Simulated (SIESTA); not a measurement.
## MnO under changes of volume

One of the cells (13.255 Å³/atom); the others are scaled copies at fixed shape and fractional positions:

```
CELL_PARAMETERS angstrom
3.37170 0.00000 0.00000
-1.68585 2.91998 0.00000
0.00000 0.00000 5.38550
ATOMIC_POSITIONS crystal
Mn 0.66667 0.33333 0.51096
Mn 0.33333 0.66667 0.01096
O 0.66667 0.33333 0.87547
O 0.33333 0.66667 0.37547
```

Measurements of this composition are mostly on another form, of space group No. 225.

```yaml
Program: SIESTA 5.4.2
Functional: LDA
Potentials_or_basis: PseudoDojo 0.4 standard (LDA files)
Basis: DZP (energy shift 0.003 Ry; two zetas on semicore shells)
Grid_cutoff: 800 Ry
Energy_shift: 0.003 Ry
k_mesh: 7 × 7 × 4
Occupations: fermi-dirac, width 0.05 eV
Spin: collinear spin, ferromagnetic start
Starting_moments: "[4.0, 4.0, 0.0, 0.0] μB"
```

| volume (Å³/atom) | energy over the lowest point (meV/atom) | pressure (GPa) | moment (μB per cell) | largest force (eV/Å) |
| --- | --- | --- | --- | --- |
| 12.460 | 4.38 | 3.1 | 9.60 | 0.795 |
| 12.725 | 0.37 | 1.0 | 9.73 | 0.754 |
| 12.990 | 0.00 | -1.1 | 9.83 | 0.696 |
| 13.255 | ? | ? | ? | ? |
| 13.521 | 9.71 | -5.2 | 9.95 | 0.590 |
| 13.786 | 19.65 | -7.2 | 9.98 | 0.548 |
| 14.051 | 32.94 | -9.1 | 9.99 | 0.507 |

**Question.** What does the run at 13.255 Å³/atom give?

**Answer.** Energy over the lowest point 3.15 meV/atom; pressure -3.2 GPa; moment 9.91 μB per cell; largest force 0.640 eV/Å.

Worked out: A Birch-Murnaghan fit of order 3 (a polynomial in V^(-2/3)) to the other rows has its minimum at 12.89 Å³/atom with B0 = V·E''(V) = 104 GPa (rough, since the energies scatter) at fixed shape and positions, which overstates the stiffness. It gives 3.09 meV/atom at 13.255 Å³/atom, against the run's 3.15, and -dE/dV = -2.9 GPa, against -3.2. A parabola through the other rows of the moment, of slope 0.241 μB per Å³/atom there, gives 9.90 μB, against the run's 9.91.

Energies are extrapolated to zero smearing.

Caveats: short orbitals over semicore shells can move pressures by several GPa; the basis of atomic orbitals isn't converged, which shifts pressures, moduli and gaps; only a ferromagnetic start was run, and an antiferromagnetic order may lie lower in energy.
